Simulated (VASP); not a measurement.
The input files of a VASP run:

File KPOINTS:
```
kpoints
0
Gamma
 7 7 7
0 0 0
```

**POSCAR**
```
NaBr
1
   -0.0000000000     3.0187443167     3.0187443167
    3.0187443167     0.0000000000     3.0187443167
    3.0187443167     3.0187443167     0.0000000000
Na Br
1 1
Direct
  0.0000000000   0.0000000000   0.0000000000
  0.5000000000   0.5000000000   0.5000000000
```

INCAR:
```
SYSTEM = NaBr
PREC = Accurate
ENCUT = 520
EDIFF = 1E-6
NELM = 100
ALGO = Normal
LREAL = .FALSE.
LASPH = .TRUE.
ISMEAR = 0
SIGMA = 0.05
GGA = PE
LMAXMIX = 4
LWAVE = .FALSE.
LCHARG = .FALSE.
IBRION = 2
ISIF = 3
NSW = 60
EDIFFG = -0.01
```

POTCAR, in this order: Na_pv Br (PBE.64 set). Program: vasp_std.

Question: Write an equivalent input for Ansatz.

Answer: One equivalent input (not run):
Ansatz 0.2 input:
```yaml
crystal:
  lattice:
    - [0.0000000, 3.0187443, 3.0187443]
    - [3.0187443, 0.0000000, 3.0187443]
    - [3.0187443, 3.0187443, 0.0000000]
  atoms:
    - { symbol: Na, position: [0.0000000, 0.0000000, 0.0000000] }
    - { symbol: Br, position: [0.5000000, 0.5000000, 0.5000000] }
kpoints:
  mp_grid: { grid: [7, 7, 7] }
hamiltonian:
  xc: pbe
  pseudopotentials: { kind: paw }
scf:
  occupations: { method: gaussian, width: 0.05 }
  max_iter: 100
relax:
  max_steps: 60
  f_tol: 0.01
  cell: {}
output: { forces: true, stress: true, eigenvalues: true }
```
What does not carry over: each code has its own PAW files, so the cut-off isn't converted (ENCUT is set for VASP's; basis.ecutwfc is left out, and Ansatz then takes the one that its files recommend); Ansatz stops its SCF on the density residual and VASP on the energy change (EDIFF).

The compound is NaBr in the rock salt structure. It was relaxed first. The start is the result of an earlier pass.
